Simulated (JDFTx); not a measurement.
ZnS (Wurtzite-2H), 4 atoms in the cell. The structure is hexagonal, space group P6_3mc (No. 186). The conventional cell has a = 3.811 Å, b = 3.811 Å, c = 6.234 Å, α = 90.00°, β = 90.00°, γ = 120.00°. Zn (site symmetry 3m) has 4 S at 2.31 to 2.40 Å as nearest neighbours. S (site symmetry 3m) has 4 Zn at 2.31 to 2.40 Å as nearest neighbours. 

| Property | Result |
| --- | --- |
| Program | JDFTx 1.7.0 (patched build) |
| Task | single point |
| Functional | PBEsol |
| Potentials or basis | PseudoDojo-SR-PBEsol-0.4.1-standard with smoothed tails |
| Cutoff | 1143 eV |
| Density cutoff | 9143 eV |
| k mesh | 8 × 8 × 5 |
| Occupations | fermi-dirac, width 0.05 eV |
| Spin | no spin polarisation |
| Local potential set to -Z/r beyond | 6 bohr |
| Bands | 34 |
| Density cutoff over wavefunction cutoff | 8 |
| Max SCF steps | 100 |
| SCF threshold on the energy | 1e-09 Ha |
| Solver of the electrons | scf |
| Further solve for the empty bands | yes |

Potentials or basis: PseudoDojo-SR-PBEsol-0.4.1-standard with smoothed tails.

Command:

```sh
$ jdftx -c 1 -i ZnS.in -o ZnS.out
```

Hardware: 1 thread of Intel(R) Xeon(R) 6975P-C (Granite Rapids), on a shared host.

Q: Estimate the wall time of this run.

A: Wall time 3.3 min on 1 thread of Intel(R) Xeon(R) 6975P-C (Granite Rapids), with other jobs on the host, peak memory 0.4 GiB. Counts: scf iterations 16, bands 34, k points 30, plane waves 6878.
